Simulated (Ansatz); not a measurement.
# SiO2: gradients and densities at the nuclei, part 2 of 2

Wanted: quadrupolar parameters for every site of SiO2, with a sense of how robust they are. The cell is a computed entry of the Materials Project. Planned: a single point, then r2SCAN.

Ansatz 0.2.0; DFT, PBE, plane-wave PAW, default files, scalar-relativistic, as far as a step names no other. The steps go on from the part before.

## (3) Functional r2SCAN

input.yaml

```yaml
crystal:
  lattice:
    - [-4.89537496, 4.89537496, 5.05717797]
    - [4.89537496, -4.89537496, 5.05717797]
    - [4.89537496, 4.89537496, -5.05717797]
  atoms:
    - { symbol: Si, position: [0.59107488, 0.40892512, 0.5] }
    - { symbol: Si, position: [0.15892512, 0.15892512, 0.31785024] }
    - { symbol: Si, position: [0.84107488, 0.84107488, 0.68214976] }
    - { symbol: Si, position: [0.90892512, 0.09107488, 0.5] }
    - { symbol: Si, position: [0.15892512, 0.84107488, 0.0] }
    - { symbol: Si, position: [0.59107488, 0.09107488, 0.18214976] }
    - { symbol: Si, position: [0.90892512, 0.40892512, 0.81785024] }
    - { symbol: Si, position: [0.84107488, 0.15892512, 0.0] }
    - { symbol: O, position: [0.60087628, 0.28494069, 0.31593559] }
    - { symbol: O, position: [0.03494069, 0.2190051, 0.18406441] }
    - { symbol: O, position: [0.03494069, 0.85087628, 0.81593559] }
    - { symbol: O, position: [0.14912372, 0.96505931, 0.18406441] }
    - { symbol: O, position: [0.7809949, 0.96505931, 0.81593559] }
    - { symbol: O, position: [0.9690051, 0.28494069, 0.68406441] }
    - { symbol: O, position: [0.71505931, 0.0309949, 0.31593559] }
    - { symbol: O, position: [0.71505931, 0.39912372, 0.68406441] }
    - { symbol: O, position: [0.67194616, 0.625, 0.54694616] }
    - { symbol: O, position: [0.375, 0.32805384, 0.45305384] }
    - { symbol: O, position: [0.875, 0.92194616, 0.54694616] }
    - { symbol: O, position: [0.07805384, 0.125, 0.45305384] }
    - { symbol: O, position: [0.07805384, 0.625, 0.95305384] }
    - { symbol: O, position: [0.375, 0.92194616, 0.04694616] }
    - { symbol: O, position: [0.875, 0.32805384, 0.95305384] }
    - { symbol: O, position: [0.67194616, 0.125, 0.04694616] }
kpoints:
  mp_grid: { grid: [4, 4, 4] }
scf:
  occupations: { method: fermi_dirac, width: 0.02 }
hamiltonian:
  xc: r2scan
  pseudopotentials: { kind: paw }
output:
  forces: true
  stress: true
  populations: true
  efg: { quadrupole_moments_barn: { O: -0.02558 }, contact_densities: true }
```

The run is started by

```bash
ansatz run input.yaml --threads 1 --pin off --max-ram 2560MiB --backend cpu --events-out ev --progress --plain --runs-dir out
```

The log of the run:

```text
Warning: RAYON_NUM_THREADS=1 ignored (pool sized by the plan → 1); use --threads N
Engine: ansatz 0.2.0, aarch64-unknown-linux-gnu
Pseudopotentials: kind: paw
Pseudopotential: Si, paw, valence charge 4, recommended cutoff 500 eV (meta_gga), Si.paw.azcp
Pseudopotential: O, paw, valence charge 6, recommended cutoff 500 eV (meta_gga), O.paw.azcp
Functional definition: r2SCAN
  parameter k0 = 0.174
  parameter k1 = 0.065
  parameter a1 = 4.9479
  exchange = r2scan_x(k0 = k0, k1 = k1, a1 = a1)
  correlation = r2scan_c
Crystal: 24 atoms, lattice volume = 484.775 Å³
Basis set: ecut = 500 eV, 12323 PW (Γ), exchange–correlation on 256×256×256 points (64 copies of the dense FFT grid, shifted against one another)
Bands: 88, of which v1, the nominal top of the filled ones, is band 64 counted from 1 (63 counted from 0)
Symmetry: 16 space group operations
Space group: I41/amd (ITA 141), of the structure as read, at distance tolerance 7.9e-5 Å
k-points: 13 of 64
Non-local potential: Si, projectors of the file, l = 0: 2, l = 1: 2, l = 2: 2
Non-local potential: O, projectors of the file, l = 0: 2, l = 1: 2, l = 2: 1
PAW form: soft (Blöchl's): semilocal exchange-correlation on the pseudo side does not see the compensation charge
PAW frozen core: Si, regenerated for the run's functional (the file was generated under x = pbe(κ = 0.804, μ = 0.2195149727645171), c = pbe(β = 0.06672455060314922))
PAW frozen core: O, regenerated for the run's functional (the file was generated under x = pbe(κ = 0.804, μ = 0.2195149727645171), c = pbe(β = 0.06672455060314922))
PAW one-centre angular grid: Si, 302 points (default); XC on 160 Gauss nodes
PAW one-centre angular grid: O, 302 points (default); XC on 160 Gauss nodes
Initial density: superposition of atomic densities (neutral atoms: chi_scale 0, normalization atom), corrected by the library's trained network
Initial wavefunctions: pseudopotential atomic-orbital guess
Functional: x = r2scan, c = r2scan; τ floored in thin density (d = 2e-4 eV/Å³)
SCF iter   1: F=—  HF=-14239.595073 eV  |F-HF|=—  |Δ(HF+E_count)|=         —  Δρ=5.74e-3  dr2=1.60e-1  dr2_τ=2.12e0  ethr=1.77e-3  ⟨swp⟩=7.3  Hψ=5926  notcnv=0  defer=52
preconditioner: auto → Resta (q_TF=auto, 2.185 Å⁻¹)  ε∞=2.2  [insulator: Δε(μ)=6.648 eV  Ē_g=17.678 eV  σ=0.020 eV  W_gap=1.00  n_scr=78 (ndim 8)  ℏωp=19.1 eV  f_vac=0.420  D(μ)=0.00/eV (n_scr^D=0)  ε∞_Penn≈2.2  vacuum switching on, ρ_ref=2.3e-2 e/Å³]
SCF iter   2: F=—  HF=-14240.268836 eV  |F-HF|=—  |Δ(HF+E_count)|=   6.74e-1  Δρ=3.67e-3  dr2=3.73e-2  dr2_τ=4.03e-3  ethr=1.25e-4  ⟨swp⟩=3.0  Hψ=2282  notcnv=0  defer=250
SCF iter   3: F=—  HF=-14240.273689 eV  |F-HF|=—  |Δ(HF+E_count)|=   4.85e-3  Δρ=8.04e-4  dr2=2.48e-3  dr2_τ=5.46e-4  ethr=2.91e-5  ⟨swp⟩=4.0  Hψ=1668  notcnv=0  defer=250
SCF iter   4: F=—  HF=-14240.273891 eV  |F-HF|=—  |Δ(HF+E_count)|=   2.02e-4  Δρ=2.34e-4  dr2=1.77e-4  dr2_τ=3.33e-5  ethr=1.94e-6  ⟨swp⟩=3.0  Hψ=1828  notcnv=0  defer=250
SCF iter   5: F=—  HF=-14240.273862 eV  |F-HF|=—  |Δ(HF+E_count)|=   2.88e-5  Δρ=7.09e-5  dr2=9.47e-6  dr2_τ=2.07e-6  ethr=1.39e-7  ⟨swp⟩=2.0  Hψ=1539  notcnv=0  defer=250
SCF iter   6: F=—  HF=-14240.274218 eV  |F-HF|=—  |Δ(HF+E_count)|=   3.55e-4  Δρ=2.14e-5  dr2=2.14e-6  dr2_τ=1.04e-7  ethr=7.40e-9  ⟨swp⟩=2.0  Hψ=1883  notcnv=0  defer=250
SCF iter   7: F=-14240.274218 eV  HF=-14240.274218 eV  |F-HF|=2.89e-8  |Δ(HF+E_count)|=   2.57e-7  Δρ=3.60e-6  dr2=5.63e-8  dr2_τ=2.13e-9  ethr=7.81e-11  ⟨swp⟩=14.2  Hψ=7701  notcnv=0
SCF 1 converged in 7 iterations: F = -14240.274218 eV  dr2 = 5.63e-8
SCF converged after 7 iterations
Free energy (F): -14240.274218 eV
Harris-Foulkes:  -14240.274218 eV  (|F-HF|=2.89e-8)
Internal energy: -14240.274218 eV  (E = F + TS)
E sigma→0 (E₀):  -14240.274218 eV
Fermi energy:    1.507092 eV
--- Per-component energies (eV) ---
  E_band       = -1141.323052
  E_kinetic    = 3242.226295
  E_local      = -13895.016901  (includes V_loc(G=0)·N_el)
  E_nonlocal   = 944.011890
  E_hartree    = 5594.588162
  E_xc         = -1599.864959
  E_vxc        = -2118.952916  (∫ρ·V_xc dr)
  E_paw        = -6735.807217  (= ΣΔE_a)
  E_vpaw       = -637.208819  (= ΣTr[D̂ρ^β])
  E_aug_tail   = 0.016830  (compensation charges beyond the density's cutoff)
  E_vtau       = 134.427850  (kinetic-family band-sum trace: ∫τ·v_τ [+ j·A + Jᵃ·Aᵃ] dr)
  E_ewald      = -1789.305799
  E_core_change = -1.122519  (= ΣΔE_core)
  E_smearing   = -0.000000  (= −TS)
  E_closure    = 0.000000  (closes the sum)
  Σ components = -14240.274218   (vs F -14240.274218, Δ=0.00e0)
--- Forces (eV/Å), atoms counted from 1 ---
  atom   1  Si    -0.03316465     0.03316465    -0.00000000
  atom   2  Si    -0.03316465    -0.03316465     0.00000000
  atom   3  Si     0.03316465     0.03316465     0.00000000
  atom   4  Si     0.03316465    -0.03316465    -0.00000000
  atom   5  Si     0.03316465    -0.03316465     0.00000000
  atom   6  Si     0.03316465     0.03316465     0.00000000
  atom   7  Si    -0.03316465    -0.03316465    -0.00000000
  atom   8  Si    -0.03316465     0.03316465     0.00000000
  atom   9  O     -0.00000000    -0.01963261     0.00289391
  atom  10  O      0.01963261     0.00000000     0.00289391
  atom  11  O     -0.01963261    -0.00000000     0.00289391
  atom  12  O      0.00000000     0.01963261    -0.00289391
  atom  13  O     -0.00000000    -0.01963261    -0.00289391
  atom  14  O      0.00000000     0.01963261     0.00289391
  atom  15  O     -0.01963261    -0.00000000    -0.00289391
  atom  16  O      0.01963261     0.00000000    -0.00289391
  atom  17  O     -0.00000000    -0.02923431     0.00000000
  atom  18  O      0.02923431     0.00000000     0.00000000
  atom  19  O     -0.02923431    -0.00000000     0.00000000
  atom  20  O      0.00000000     0.02923431     0.00000000
  atom  21  O      0.00000000     0.02923431     0.00000000
  atom  22  O     -0.02923431    -0.00000000     0.00000000
  atom  23  O      0.02923431    -0.00000000     0.00000000
  atom  24  O     -0.00000000    -0.02923431    -0.00000000
  max |Σ_I F_I| component: 1.73e-17 eV/Å
--- Stress (GPa, compression-positive) ---
        0.045500       0.000000       0.000000
        0.000000       0.045500       0.000000
        0.000000      -0.000000       0.070092
  P = ⅓ Tr σ = 0.0537 GPa (0.537 kbar)
--- PAW observables at the nuclei: V_zz in 10²¹ V/m², potentials from the cell's mean, atoms counted from 1 ---
  atom   1  Si V_zz =    +0.929121   η = 0.9394   by run symmetry: allowed
            electrostatic potential = -1350.029848 V   contact ρ = 12779.473670 e/Å³
  atom   2  Si V_zz =    +0.929121   η = 0.9394   by run symmetry: allowed
            electrostatic potential = -1350.029848 V   contact ρ = 12779.473670 e/Å³
  atom   3  Si V_zz =    +0.929121   η = 0.9394   by run symmetry: allowed
            electrostatic potential = -1350.029848 V   contact ρ = 12779.473670 e/Å³
  atom   4  Si V_zz =    +0.929121   η = 0.9394   by run symmetry: allowed
            electrostatic potential = -1350.029848 V   contact ρ = 12779.473670 e/Å³
  atom   5  Si V_zz =    +0.929121   η = 0.9394   by run symmetry: allowed
            electrostatic potential = -1350.029848 V   contact ρ = 12779.473670 e/Å³
  atom   6  Si V_zz =    +0.929121   η = 0.9394   by run symmetry: allowed
            electrostatic potential = -1350.029848 V   contact ρ = 12779.473670 e/Å³
  atom   7  Si V_zz =    +0.929121   η = 0.9394   by run symmetry: allowed
            electrostatic potential = -1350.029848 V   contact ρ = 12779.473670 e/Å³
  atom   8  Si V_zz =    +0.929121   η = 0.9394   by run symmetry: allowed
            electrostatic potential = -1350.029848 V   contact ρ = 12779.473670 e/Å³
  atom   9  O  V_zz =    +9.235279   η = 0.1110   by run symmetry: allowed   C_q = -5.7122 MHz
            electrostatic potential = -615.165095 V   contact ρ = 2148.354374 e/Å³
  atom  10  O  V_zz =    +9.235279   η = 0.1110   by run symmetry: allowed   C_q = -5.7122 MHz
            electrostatic potential = -615.165095 V   contact ρ = 2148.354374 e/Å³
  atom  11  O  V_zz =    +9.235279   η = 0.1110   by run symmetry: allowed   C_q = -5.7122 MHz
            electrostatic potential = -615.165095 V   contact ρ = 2148.354374 e/Å³
  atom  12  O  V_zz =    +9.235279   η = 0.1110   by run symmetry: allowed   C_q = -5.7122 MHz
            electrostatic potential = -615.165095 V   contact ρ = 2148.354374 e/Å³
  atom  13  O  V_zz =    +9.235279   η = 0.1110   by run symmetry: allowed   C_q = -5.7122 MHz
            electrostatic potential = -615.165095 V   contact ρ = 2148.354374 e/Å³
  atom  14  O  V_zz =    +9.235279   η = 0.1110   by run symmetry: allowed   C_q = -5.7122 MHz
            electrostatic potential = -615.165095 V   contact ρ = 2148.354374 e/Å³
  atom  15  O  V_zz =    +9.235279   η = 0.1110   by run symmetry: allowed   C_q = -5.7122 MHz
            electrostatic potential = -615.165095 V   contact ρ = 2148.354374 e/Å³
  atom  16  O  V_zz =    +9.235279   η = 0.1110   by run symmetry: allowed   C_q = -5.7122 MHz
            electrostatic potential = -615.165095 V   contact ρ = 2148.354374 e/Å³
  atom  17  O  V_zz =    +9.468422   η = 0.1226   by run symmetry: allowed   C_q = -5.8564 MHz
            electrostatic potential = -615.212889 V   contact ρ = 2148.133130 e/Å³
  atom  18  O  V_zz =    +9.468422   η = 0.1226   by run symmetry: allowed   C_q = -5.8564 MHz
            electrostatic potential = -615.212889 V   contact ρ = 2148.133130 e/Å³
  atom  19  O  V_zz =    +9.468422   η = 0.1226   by run symmetry: allowed   C_q = -5.8564 MHz
            electrostatic potential = -615.212889 V   contact ρ = 2148.133130 e/Å³
  atom  20  O  V_zz =    +9.468422   η = 0.1226   by run symmetry: allowed   C_q = -5.8564 MHz
            electrostatic potential = -615.212889 V   contact ρ = 2148.133130 e/Å³
  atom  21  O  V_zz =    +9.468422   η = 0.1226   by run symmetry: allowed   C_q = -5.8564 MHz
            electrostatic potential = -615.212889 V   contact ρ = 2148.133130 e/Å³
  atom  22  O  V_zz =    +9.468422   η = 0.1226   by run symmetry: allowed   C_q = -5.8564 MHz
            electrostatic potential = -615.212889 V   contact ρ = 2148.133130 e/Å³
  atom  23  O  V_zz =    +9.468422   η = 0.1226   by run symmetry: allowed   C_q = -5.8564 MHz
            electrostatic potential = -615.212889 V   contact ρ = 2148.133130 e/Å³
  atom  24  O  V_zz =    +9.468422   η = 0.1226   by run symmetry: allowed   C_q = -5.8564 MHz
            electrostatic potential = -615.212889 V   contact ρ = 2148.133130 e/Å³
--- Band table (eV; the first three rows and the last of 13) ---
  k-point 0: bands = ["-22.1208", "-21.2562", "-21.2562", "-21.2292", "-21.2058", "-21.1774", "-21.1774", "-20.1524", "-20.1092", "-20.0847", "-20.0700", "-20.0700", "-20.0675", "-20.0675", "-20.0563", "-20.0552", "-11.4193", "-9.4691", "-9.4691", "-9.4450", "-9.0398", "-8.9863", "-8.9863", "-7.5821", "-7.2039", "-7.2039", "-7.1727", "-7.0514", "-7.0514", "-7.0446", "-6.9535", "-6.1633", "-5.4612", "-5.0579", "-5.0357", "-4.8606", "-4.8606", "-4.5572", "-4.1524", "-4.0980", "-4.0980", "-3.7325", "-3.6806", "-3.6806", "-3.5368", "-3.5368", "-3.5100", "-3.4016", "-3.3697", "-3.3159", "-3.2144", "-3.2144", "-3.0478", "-3.0478", "-2.9758", "-2.9704", "-2.9704", "-2.6382", "-2.4924", "-2.4488", "-1.8544", "-1.8081", "-1.8081", "-1.7922", "4.7479", "7.5275", "7.5299", "7.7063", "8.0117", "8.0843", "8.0843", "8.1255", "8.1255", "8.1518", "8.3911", "8.4832", "8.4832", "8.6175", "8.6175", "8.7466", "9.1825", "9.6481", "9.7197", "9.7332", "9.9893", "10.1874", "10.1874", "10.6852"]
  k-point 1: bands = ["-22.0599", "-21.5993", "-21.2453", "-21.2112", "-21.1897", "-21.1833", "-20.8362", "-20.1762", "-20.1409", "-20.1018", "-20.0925", "-20.0733", "-20.0691", "-20.0659", "-20.0595", "-20.0566", "-11.2362", "-10.0106", "-9.4359", "-9.4134", "-9.2495", "-9.0783", "-8.2843", "-7.5442", "-7.3048", "-7.2357", "-7.1480", "-7.1286", "-7.0602", "-6.9377", "-6.8802", "-6.2709", "-5.3865", "-5.0460", "-5.0259", "-4.9621", "-4.8286", "-4.6219", "-4.1068", "-4.0928", "-4.0301", "-3.7887", "-3.7782", "-3.6790", "-3.6682", "-3.5624", "-3.4949", "-3.3871", "-3.2763", "-3.2759", "-3.2749", "-3.2017", "-3.1454", "-3.0987", "-3.0784", "-2.9539", "-2.6812", "-2.5687", "-2.5216", "-2.2689", "-1.8890", "-1.8801", "-1.8564", "-1.8358", "5.0471", "6.9092", "7.3471", "7.4222", "7.6745", "7.7462", "7.9844", "8.3121", "8.4466", "8.4769", "8.5033", "8.5888", "8.7392", "8.9093", "9.0500", "9.1788", "9.3759", "9.5064", "9.5609", "9.6326", "9.9066", "10.1269", "10.1784", "10.2303"]
  k-point 2: bands = ["-21.8815", "-21.8815", "-21.2183", "-21.2183", "-21.1974", "-21.1974", "-20.4568", "-20.4568", "-20.1150", "-20.1150", "-20.0875", "-20.0875", "-20.0666", "-20.0666", "-20.0598", "-20.0598", "-10.7293", "-10.7293", "-9.3502", "-9.3502", "-9.2627", "-9.2627", "-7.6502", "-7.6502", "-7.4410", "-7.4410", "-7.0849", "-7.0849", "-7.0236", "-7.0236", "-6.5562", "-6.5562", "-5.1869", "-5.1869", "-5.0245", "-5.0245", "-4.7404", "-4.7404", "-3.9843", "-3.9843", "-3.9686", "-3.9686", "-3.8733", "-3.8733", "-3.6112", "-3.6112", "-3.3910", "-3.3910", "-3.3644", "-3.3644", "-3.1898", "-3.1898", "-3.1673", "-3.1673", "-2.8516", "-2.8516", "-2.7594", "-2.7594", "-2.1250", "-2.1250", "-2.0151", "-2.0151", "-1.8981", "-1.8981", "5.8523", "5.8523", "7.2451", "7.2451", "7.5225", "7.5225", "8.2755", "8.2755", "8.6567", "8.6567", "8.6608", "8.6608", "9.0151", "9.0151", "9.3478", "9.3478", "9.4798", "9.4798", "9.7359", "9.7359", "9.7455", "9.7455", "9.9355", "9.9355"]
  k-point 12: bands = ["-21.7117", "-21.7117", "-21.6751", "-21.6751", "-20.6991", "-20.6991", "-20.6500", "-20.6500", "-20.1139", "-20.1139", "-20.1039", "-20.1039", "-20.0725", "-20.0725", "-20.0588", "-20.0588", "-10.4456", "-10.4456", "-10.1628", "-10.1628", "-8.2538", "-8.2538", "-8.1675", "-8.1675", "-7.4697", "-7.4697", "-7.2374", "-7.2374", "-6.7969", "-6.7969", "-6.5461", "-6.5461", "-5.0512", "-5.0512", "-5.0107", "-5.0107", "-4.9959", "-4.9959", "-4.2675", "-4.2675", "-3.9474", "-3.9474", "-3.5997", "-3.5997", "-3.4744", "-3.4744", "-3.3794", "-3.3794", "-3.3584", "-3.3584", "-3.2752", "-3.2752", "-2.9896", "-2.9896", "-2.8325", "-2.8325", "-2.7007", "-2.7007", "-2.3831", "-2.3831", "-2.1066", "-2.1066", "-1.7978", "-1.7978", "6.4891", "6.4891", "6.7997", "6.7997", "6.8767", "6.8767", "8.3959", "8.3959", "8.6835", "8.6835", "8.7182", "8.7182", "8.7560", "8.7560", "8.9500", "8.9500", "9.3770", "9.3770", "9.8064", "9.8064", "10.3560", "10.3560", "10.5901", "10.5901"]
--- Löwdin populations: 24 sites ---
  site symbol       q [e]
     0     Si      2.1157
     1     Si      2.1157
     2     Si      2.1157
     3     Si      2.1157
     4     Si      2.1157
     5     Si      2.1157
     6     Si      2.1157
     7     Si      2.1157
     8      O      6.8371
     9      O      6.8371
    10      O      6.8371
    11      O      6.8371
    12      O      6.8371
    13      O      6.8371
    14      O      6.8371
    15      O      6.8371
    16      O      6.8265
    17      O      6.8265
    18      O      6.8265
    19      O      6.8265
    20      O      6.8265
    21      O      6.8265
    22      O      6.8265
    23      O      6.8265
  spilling = 0.013791 (of n_electrons = 128.000000)
```

Wall time 2 min (1 thread of Arm Neoverse V1, shared host); peak memory 1.9 GiB.

State: gap on the mesh 6.54 eV, largest force 0.047 eV/Å, pressure 0.1 GPa.

What changed since step 2 (V_zz in 10²¹ V/m²):

| site | atoms | V_zz, PBE | V_zz, r2SCAN | η, PBE | η, r2SCAN |
| --- | --- | --- | --- | --- | --- |
| Si | 1, 2, 3, … | 0.95 | 0.93 | 0.94 | 0.94 |
| O9 | 9, 10, 11, … | 9.37 | 9.24 | 0.12 | 0.11 |
| O17 | 17, 18, 19, … | 9.57 | 9.47 | 0.12 | 0.12 |

The sizes of the gradients above 0.15 moved by 1.5 % in the median, 2.3 % at the site that moves most (small gradients counted from 0.15; Si, 0.95 to 0.93). The cutoff follows the datasets, from 420 to 500 eV.

## (4) From gradients to spectra (values of step 2)

¹⁷O (I = 5/2, Q = -25.58 mb) in zero field: pure quadrupole lines, for atoms at rest. Strengths are squared matrix elements for a powder, against the strongest line of the same site.

| site | count | line (MHz) | strength |
| --- | --- | --- | --- |
| O9 | 8 | 0.882 | 1.00 |
| O9 | 8 | 1.73 | 0.63 |
| O17 | 8 | 0.901 | 1.00 |
| O17 | 8 | 1.77 | 0.63 |

## (5) Summary of results

What follows sums up all 2 parts.

```
                                 quantity                                                                                                         value
                           state (step 2)                                           gap on the mesh 5.77 eV, largest force 0.331 eV/Å, pressure 3.1 GPa
         V_zz by site, step 2 (10²¹ V/m²)                                                                                    Si 0.95, O9 9.37, O17 9.57
              largest C_Q in size, step 2                                                                                          5.92 MHz, ¹⁷O at O17
step 3 (functional r2SCAN) against step 2  1.5 % in the median, 2.3 % at the site that moves most (small gradients counted from 0.15; Si, 0.95 to 0.93)
```

What this shows: The largest gradient sits at O17 (2 Si at 1.61 Å, angle 149°). The atoms are not relaxed at this level (largest force 0.33 eV/Å). Between PBE and r2SCAN the gradients differ by up to 2.3 %. The highest ¹⁷O quadrupole line lies at 1.77 MHz, for nuclei at rest; thermal motion mostly lowers such lines a little.

The gaps are Kohn-Sham values of a semilocal functional, not quasiparticle or optical gaps. Such gaps usually fall short of the measured ones.
